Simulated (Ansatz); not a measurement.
Rocksalt BaTe, relaxed with r2SCAN in the plane-wave code Ansatz: the symmetry is Fm-3m (No. 225, cubic); conventional cell a = 7.065 Å, 44.08 Å³ an atom. Ba has 6 Te at 3.53 Å; Te has 6 Ba at 3.53 Å. The primitive cell holds 2 atoms in 88.15 Å³. Non-magnetic throughout; all numbers are computed.

Computed values: Without spin-orbit coupling PBE's valence top is a threefold level at Γ and the gap is 1.655 eV; with it the level splits into four states above two, Δ₀ = 0.841 eV apart. HSE06 (4×4×4) gives a least gap of 2.35 eV and a least direct gap of 2.75 eV. r2SCAN's ε∞ is 5.30.

(1) What is the density?

(2) If the centre of gravity stays and the conduction band doesn't move, what gap follows with spin-orbit coupling?

(3) At what wavelength does absorption set in by HSE06, excitons left aside?

(4) What refractive index and reflectivity at normal incidence follow, below the gap and above the phonons?

## Answers

(1) The cell holds 1 Ba, 1 Te: M = 1×137.327 + 1×127.600 = 264.93 u in V = 88.15 Å³. ρ = 1.66054 × M/V = 1.66054 × 264.93/88.15 = 4.991 g/cm³, for the static r2SCAN lattice.

(2) The fourfold level rises by Δ₀/3 = 0.280 eV and the twofold one falls by 2Δ₀/3, so E_g ≈ 1.655 − 0.280 = 1.375 eV. The PBE+SOC run gives 1.388 eV, +0.013 eV from the estimate.

(3) λ = 1239.84 eV nm/E: 528 nm for the least gap, where it needs phonons and is weak, and 451 nm for direct transitions. The direct edge lies in the visible range.

(4) n = √5.30 = 2.302; R = ((n − 1)/(n + 1))² = (1.302/3.302)² = 15.6 % a face.

Only the levels marked +SOC include spin-orbit coupling.

The meshes of the hybrids are coarse, so their gaps aren't converged to the digits shown.
